Q: I want to use these computed gaps to choose between wurtzite semiconductors. Is there a row that I should distrust before I compare anything with an experiment?

Wurtzite crystals (space group P6_3mc), relaxed within this symmetry with Ansatz 0.2.0: r2SCAN, plane-wave PAW, scalar-relativistic, no spin polarisation, cutoff 500 eV, Gaussian smearing. The gap slope is d(gap)/d ln V, and the bulk modulus comes from a third-order Birch-Murnaghan fit.

```
formula  element on site A  Z A  element on site B  Z B  difference of Pauling electronegativities  volume per atom (Å³)  shortest distance (Å)   k mesh  smearing width  band gap on mesh (eV)  gap slope (eV)  bulk modulus (GPa)
    AlN                 Al   13                  N    7                                       1.43                 10.40                  1.888  12×12×6         0.02 eV                  4.880          -8.867                 210
    ZnO                 Zn   30                  O    8                                       1.79                 11.81                  1.970  12×12×6         0.02 eV                  1.238          -1.499                 150
    ZnS                 Zn   30                  S   16                                       0.93                 19.60                  2.334    6×6×4         0.02 eV                  2.776          -4.768                78.2
    GaN                 Ga   31                  N    7                                       1.23                 11.37                  1.945  12×12×6         0.05 eV                  2.351          -7.001                 197
    CdS                 Cd   48                  S   16                                       0.89                 25.40                  2.544    6×6×4         0.02 eV                  1.633          -2.466                60.3
   CdSe                 Cd   48                 Se   34                                       0.86                 28.87                  2.655    6×6×4         0.02 eV                  1.105          -2.399                51.4
```

A: ZnO deserves a second look. Compare it with GaN, its neighbour in the periodic table: the two bonds differ in length by little more than one per cent, and ZnO has the larger difference of electronegativities. In a simple ionic picture, the more electronegative anion holds its electrons lower, and the gap should be wide. The computed gap of ZnO is instead 1.1 eV smaller than that of GaN. It also reacts least of all six to a change of volume.

Q: Does that prove that the calculation is wrong?

A: No. An odd row may be odd in nature, and part of this oddness is real: ZnO does have a smaller measured gap than ZnS, although it is more ionic. By rough recalled values that difference is about 0.4 eV, whereas the calculation makes it 1.5 eV. So the irregularity tells you where to look, but it takes a comparison with measurement, or with a more reliable method, to tell you whether something has failed.

Q: What does the comparison show?

A: All six gaps are too small, but not by similar amounts. Against rough recalled measured gaps, five rows fall short by 0.7 to 1.3 eV, while ZnO falls short by about 2.2 eV. This is enough to spoil an order. The calculation puts ZnO 0.4 eV below CdS, but in measurement it lies roughly 0.9 eV above.

Q: We often correct such gaps by adding a constant. Why not do that here?

A: Because a constant moves every row alike and can't turn a wrong order into a right one. Take the mean shortfall of the other five crystals, 1.0 eV, and add it to the computed gap of ZnO, which had no part in that mean:

1.2 eV + 1.0 eV = 2.2 eV

The measured gap is about 3.4 eV, so more than 1 eV is still absent. The same constant brings each of the other five to within about 0.3 eV of its recalled value, which is less impressive than it sounds, since those five defined it. There are thus two errors to explain: one that all the rows share, and an extra one in ZnO.

Q: Let us start with the shared one. Where does it come from?

A: It comes from the kind of functional. r2SCAN works out exchange and correlation at each point from the density, its gradient and the kinetic energy density of the orbitals there. Such a semilocal recipe doesn't fully remove the repulsion of an electron with itself, and it misses part of the extra energy needed to add an electron to a filled set of bands. Occupied and empty levels therefore come out too close together. AlN is a useful control, because aluminium has no filled d shell: its gap is still 1.3 eV too small, so the shared error doesn't need d electrons.

Q: And what is special about ZnO?

A: The usual explanation, at least for part of the extra error, is a filled d shell that sits too close to the valence band. The top of that band is made mainly of oxygen 2p states, and the zinc 3d states lie below it. In wurtzite the atoms are not centres of inversion, so p and d states may mix even at the centre of the Brillouin zone, where both band edges lie in all six crystals. Two levels that mix push each other apart: the d states go down, the valence top goes up, and the gap shrinks.

This happens in the real crystal too. The functional exaggerates it, because the zinc 3d shell is very compact and its electrons suffer strongly from their own spurious repulsion. The shell is placed too high, hence too near to the 2p states. For two levels that are well apart, the push is roughly

push ≈ (coupling)² / (separation of the levels)

and a separation that is too small makes the push too large.

Q: ZnS contains the same zinc shell. Why does it behave normally?

A: Both parts of that formula change in its favour. Sulfur 3p states lie higher than oxygen 2p states, so they are further from the zinc d level, and the bond is longer, 2.33 Å instead of 1.97 Å, which weakens the coupling. The shortfall of ZnS is about 1.0 eV, in line with the rest. In GaN the bond is as short as in ZnO, but the d shell of gallium is bound more deeply, and the shortfall is again ordinary. On this account, the dangerous combination is a shallow filled d shell, an anion with low-lying p states and a short bond; in this table only ZnO has all three.

Q: You also mentioned the response to volume. How do I read that column?

A: The gap slope is the change of the gap per unit change of ln V, where V is the volume. It is negative in every row, so the gap narrows when the crystal expands and widens when it is squeezed. A laboratory measures the response to pressure instead, and the bulk modulus B, the resistance to compression, links the two. A small rise of pressure dP changes the volume according to

dP = −B d ln V

and the gap changes by the slope times d ln V. Dividing one by the other gives

change of gap per unit pressure = −(gap slope) / B

For ZnO this is 1.499 eV / 150 GPa, or about 10 meV per GPa.

Q: Is that wrong as well?

A: Yes, and by a similar factor to the gap itself. The measured value is roughly 25 meV per GPa, so the calculation gives about 40 per cent of it. For GaN the same step gives 36 meV per GPa, against a rough 40. A weak response of ZnO is partly genuine, but the calculation makes it far too weak.

Q: Does the d shell explain this too?

A: It gives a natural reason. Squeezing the crystal raises the bottom of the conduction band relative to the valence band, which opens the gap. It also shortens the bond and strengthens the p–d coupling, which pushes the valence top up and takes back part of that opening. If the d level is already too close, too much is taken back. The error in the gap and the error in its slope would then share at least part of their origin. The runs don't show how the d states move with volume, so this is an expectation and not a computed result.

Q: Could the cause be something simpler, such as a slightly wrong lattice or an effect that was left out?

A: The lattice is easy to test with the slope. A volume smaller by 3 per cent would widen the gap of ZnO by only 0.04 eV, about 2 per cent of what is lacking. The computed slope is itself too weak, but even the slope that the measured pressure coefficient implies, about −3.75 eV, would give only 0.11 eV. Zero-point motion and spin–orbit coupling are absent from the calculation, but in crystals like these they generally lower the gap, so including them would make the disagreement somewhat worse. The cutoff and the PAW datasets weren't varied here, but they aren't expected to cause an error of 2 eV. That leaves the functional as the main suspect.

Q: How certain is the role of the d electrons, then?

A: The size of the failure is clear, even with rough measured values. Its division into causes is argued from known physics, because the results at hand give the band edges but not the energy of the d states or their share in the valence top. There is a second gap in the evidence: ZnO is the only oxide here. Oxygen 2p states are compact as well and suffer from their own self-repulsion, which also narrows a gap, and these six rows can't separate that effect from the p–d push. The oxygen effect may well be large: semilocal functionals are known to fall far short for magnesium oxide too, which has no filled d shell. Two further results would help. Energies of the d states from the same runs, set beside photoemission data, would test whether the shell really sits too high. A run on beryllium oxide, a wurtzite crystal without a filled d shell, would show how large the error of an oxide is when there is no such shell to blame.

Q: What should I do with the table in practice?

A: Don't rank ZnO against the others by these gaps, and don't use its slope to predict how strain or pressure shifts its absorption edge. For the other five, an upward shift of about 1 eV gives a rough guide, but differences of a few tenths of an eV between them stay unsafe. For ZnO, the sensible next step is a method that treats exchange non-locally, such as a hybrid functional, since that reduces the self-repulsion from which both the shared error and the extra one are thought to arise. Compare that result with experiment too: the common hybrid HSE06 is expected to improve the gap of ZnO greatly but to leave it still clearly too small. The differences and ratios used in these answers are in the printed output that follows.

Numerical output:

```
computed gaps against rough recalled measured gaps:
   row  computed eV  recalled eV  shortfall eV  computed share in percent
   AlN         4.88          6.2          1.32                      78.71
   ZnO        1.238          3.4         2.162                      36.41
   ZnS        2.776          3.8         1.024                      73.05
   GaN        2.351          3.5         1.149                      67.17
   CdS        1.633          2.5         0.867                      65.32
  CdSe        1.105          1.8         0.695                      61.39
response of the gap:
   row  pressure coefficient meV/GPa  gap rise for 3 percent smaller volume eV  gap after constant shift eV
   AlN                         42.22                                     0.266                        5.891
   ZnO                         9.993                                   0.04497                        2.249
   ZnS                         60.97                                     0.143                        3.787
   GaN                         35.54                                      0.21                        3.362
   CdS                          40.9                                   0.07398                        2.644
  CdSe                         46.67                                   0.07197                        2.116
smallest shortfall among the five other rows (eV): 0.695
largest shortfall among the five other rows (eV): 1.32
mean shortfall of the five other rows, used as constant shift (eV): 1.011
what ZnO still lacks after that shift (eV): 1.151
computed gap, CdS less ZnO (eV): 0.395
recalled gap, CdS less ZnO (eV): -0.9
computed gap, ZnS less ZnO (eV): 1.538
recalled gap, ZnS less ZnO (eV): 0.4
computed gap, GaN less ZnO (eV): 1.113
bond of ZnO longer than that of GaN by (percent): 1.285
gap slope, GaN over ZnO (ratio): 4.67
ZnO pressure coefficient, computed over recalled (ratio): 0.3997
GaN pressure coefficient, computed over recalled (ratio): 0.8885
ZnO gap slope that the recalled coefficient and computed bulk modulus imply (eV): -3.75
part of the ZnO shortfall that a 3 percent smaller volume would remove (percent): 2.08
```
